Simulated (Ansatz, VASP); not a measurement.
## Sn: VASP beside Ansatz

```
Sn
1.0
    -1.59024    1.75001    2.29573
     1.72532   -1.69681    2.35507
     1.62744    1.73298   -2.25534
Sn
1
Direct
  0.00000 0.00000 0.00000
```

This isn't the form of Sn at room conditions, which is tetragonal (white tin).

Alike in both runs: task single point; functional PBEsol; k mesh 7 × 7 × 8; occupations fermi-dirac, width 0.05 eV; no spin polarisation.

|  | VASP | Ansatz |
| --- | --- | --- |
| version | VASP 6.6.1 | Ansatz 0.2.0 |
| potentials or method | VASP PAW PBE potentials, release 64 (Sn_d) | plane waves, PAW |
| plane-wave cutoff (eV) | 520 | 540 |
| valence electrons in the cell | 14 | 14 |

|  | VASP | Ansatz | Ansatz less VASP |
| --- | --- | --- | --- |
| pressure (GPa) | -1.2 | -1.2 | +0.05 |
| largest component of the traceless stress (GPa) | 1.44 | 1.44 | +0.001 |

Ansatz warned: «stress_scf_threshold_loose».

Caveats: the PAW data sets were made with another functional, which shifts forces and pressure a little (VASP).
